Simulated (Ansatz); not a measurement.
## TiO2 (fluorite): gap against strain (xy shear, engineering strain (angle))

TiO2 (fluorite), relaxed with r2SCAN in Ansatz 0.2.0, then strained (xy shear, engineering strain (angle); angles, axes as in the cell below) with the atoms relaxed again within the symmetry that is left. Space group Fm-3m (No. 225), cubic; conventional cell a = 4.794 Å, 9.18 Å³ an atom. Around Ti lie 8 O at 2.08 Å; around O lie 4 Ti at 2.08 Å. All values are calculated for a non-magnetic cell, which may be hypothetical.

```
Ti O
1.0
     0.00000    2.39683    2.39683
     2.39683    0.00000    2.39683
     2.39683    2.39683    0.00000
Ti O
1 2
Direct
  0.00000 0.00000 0.00000
  0.25000 0.25000 0.25000
  0.75000 0.75000 0.75000
```

Gaps are the least over each mesh (PBE 10×10×10, r2SCAN 10×10×10, HSE06 6×6×6 when unstrained) and the special points, which keep their unstrained names; stress is the change from the unstrained cell, compression positive.

```
strain (%)  gap, PBE (eV)  gap, r2SCAN (eV)  gap, HSE06 (eV)  edges, HSE06  xy stress, r2SCAN (GPa)  energy rise, r2SCAN (meV/atom)
      -4.0          1.148             1.509            2.628         X → Γ                    +1.49                             1.7
     -3.38          1.147             1.509            2.628         X → Γ                    +1.25                             1.2
       0.0          1.145             1.508            2.630         X → Γ                     0.00                             0.0
      +1.5          1.145             1.508            2.630         X → Γ                    -0.55                             0.2
```

The meshes of the hybrids are coarse, so their gaps aren't converged to the digits shown.
